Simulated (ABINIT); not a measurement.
# GaN: band structure with HLE16

The system is GaN.

```
CELL_PARAMETERS angstrom
0.00000 2.25350 2.25350
2.25350 0.00000 2.25350
2.25350 2.25350 0.00000
ATOMIC_POSITIONS crystal
Ga 0.00000 0.00000 0.00000
N 0.25000 0.25000 0.25000
```

The cell is a database's computed one.

```json
{"Program": "ABINIT 10.8.3 (patched build)", "Task": "band structure", "Functional": "HLE16", "Potentials or basis": "JTH PAW PBE v2.0", "Cutoff": "707 eV", "k mesh": "10 × 10 × 10", "Occupations": "fermi-dirac, width 0.05 eV", "Spin": "spin-orbit coupling, no magnetisation", "Fine-grid cutoff": "1306.15 eV"}
```

| Item | Value |
| --- | --- |
| Pressure | -26.6 GPa |
| Band gap on the k mesh | 2.44 eV, direct |
| Band gap along the path | 2.44 eV, direct |
| Valence electrons inside the program's atomic spheres | Ga 11.22; N 2.71 |

Levels at the corners of the path, in eV from the valence-band top:
| point | band 15 | band 16 | band 17 | band 18 | band 19 | band 20 | band 21 | band 22 |
| --- | --- | --- | --- | --- | --- | --- | --- | --- |
| Γ | 0.00 | 0.00 | 0.00 | 0.00 | 2.44 | 2.44 | 11.00 | 11.00 |
| X | -2.30 | -2.30 | -2.25 | -2.25 | 4.55 | 4.55 | 7.44 | 7.44 |
| W | -3.20 | -3.20 | -3.00 | -2.94 | 7.19 | 7.21 | 8.76 | 8.77 |
| K | -3.62 | -3.58 | -1.83 | -1.82 | 6.10 | 6.10 | 8.40 | 8.41 |
| Γ | 0.00 | 0.00 | 0.00 | 0.00 | 2.44 | 2.44 | 11.00 | 11.00 |
| L | -0.83 | -0.83 | -0.80 | -0.80 | 5.44 | 5.44 | 9.69 | 9.69 |
| U | -3.62 | -3.58 | -1.83 | -1.82 | 6.10 | 6.10 | 8.40 | 8.41 |
| W | -3.20 | -3.20 | -3.00 | -2.94 | 7.19 | 7.21 | 8.76 | 8.77 |
| L | -0.83 | -0.83 | -0.80 | -0.80 | 5.44 | 5.44 | 9.69 | 9.69 |
| K | -3.62 | -3.58 | -1.83 | -1.82 | 6.10 | 6.10 | 8.40 | 8.41 |

Run time: 7.9 min on 1 thread of Intel(R) Xeon(R) Platinum 8259CL CPU @ 2.50GHz (Skylake/Cascade Lake), with other jobs on the host, peak memory 0.21 GiB.

Caveat: the potentials were made for a functional far from this one; so large a pressure means that the cell lies far from this level's equilibrium, or that cutoff or potentials fall short; the potentials were made for another functional, which shifts forces and pressure.
